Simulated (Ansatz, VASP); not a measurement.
**HfO2 in VASP and in Ansatz**

```
CELL_PARAMETERS angstrom
4.81353 0.00000 0.00000
0.00000 4.81353 0.00000
0.00000 0.00000 3.20542
ATOMIC_POSITIONS crystal
Hf 0.50000 0.50000 0.50000
Hf 0.00000 0.00000 0.00000
O 0.80504 0.19496 0.50000
O 0.69496 0.69496 0.00000
O 0.30504 0.30504 0.00000
O 0.19496 0.80504 0.50000
```

Measurements of this composition are mostly on another form, of space group No. 14.

Alike in both runs: task single point; functional PBE; k mesh 6 × 6 × 8; occupations fermi-dirac, width 0.05 eV; no spin polarisation.

|  | VASP | Ansatz |
| --- | --- | --- |
| version | VASP 6.6.1 | Ansatz 0.2.0 |
| potentials or method | VASP PAW PBE potentials, release 64 (Hf_pv, O) | Ansatz PAW |
| plane-wave cutoff (eV) | 520 | 420 |
| valence electrons in the cell | 44 | 76 |

```tsv
	VASP	Ansatz	Ansatz less VASP
gap on the k mesh at the Fermi level (eV)	3.98	4.04	+0.058
least direct gap on the mesh (eV)	3.98	4.04	+0.058
pressure (GPa)	5.6	8.5	+2.94
largest component of the traceless stress (GPa)	0.30	0.79	+0.493
rms of the force components (eV/Å)	0.014	0.038	+0.0238
```

Atom by atom the forces differ by 0.024 eV/Å (rms over components). The functional is the same, so the differences come from potentials, cutoffs and numerics. The two sets of potentials don't hold the same shells in valence.

Caveats: spin-orbit coupling is left out, which moves the levels of the heavy elements; the pressure holds a Pulay correction of +0.7 GPa for the finite cutoff (Ansatz). A k mesh can miss the band edges. PBE gaps usually lie below the measured ones, often by a third to a half.
